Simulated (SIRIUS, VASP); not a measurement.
Fitting the PBE energy curve of HfB2

```cif
data_structure
_symmetry_space_group_name_H-M 'Fm-3m'
_symmetry_Int_Tables_number 225
_cell_length_a 5.4322
_cell_length_b 5.4322
_cell_length_c 5.4322
_cell_angle_alpha 90.000
_cell_angle_beta 90.000
_cell_angle_gamma 90.000
_cell_volume 160.29
loop_
_atom_site_label
_atom_site_type_symbol
_atom_site_symmetry_multiplicity
_atom_site_Wyckoff_symbol
_atom_site_fract_x
_atom_site_fract_y
_atom_site_fract_z
_atom_site_occupancy
Hf1 Hf 4 a 0.00000 0.00000 0.00000 1
B1 B 8 c 0.25000 0.75000 0.75000 1
```

The cell comes from a database or a generator and needn't be the stable form of this composition.

The cell was scaled at fixed shape and fractions and run with VASP, PBE PAW files B, Hf_pv, 520 eV; PBE, k mesh 9 × 9 × 9 on the cell of 3 atoms, fermi-dirac occupations of 0.05 eV, no spin polarisation, no spin-orbit coupling. Energies are those that the program minimises, any entropy of the smearing included. For a metal such a mesh isn't converged to the digits shown.

```tsv
V (Å³/atom)	energy over the lowest row (meV/atom)
12.5564	24.527
12.8235	11.211
13.0907	3.169
13.3578	0.000
13.6250	?
13.8922	6.591
14.1593	15.665
```

Problem. Fit the third-order Birch-Murnaghan form, give V0, B0 and B′, and predict the energy left open.

Solution. With y = (V0/V)^(2/3), E = E0 + (9 V0 B0/16) [(y - 1)³ B′ + (y - 1)² (6 - 4y)]. Least squares through the rows shown give V0 = 13.4122 Å³/atom, E0 = -0.097 meV, B0 = 131.4 GPa (1 eV/Å³ = 160.218 GPa) and B′ = 3.36, with a largest miss of 0.007 meV. At V = 13.6250 the form with these constants gives 1.256 meV; the run gave 1.264 meV an atom. Other set-ups at this level, from all their volumes (Å³/atom, GPa): SIRIUS, PseudoDojo 0.4.1 PBE standard (scalar relativistic): V0 13.433, B0 129.6.
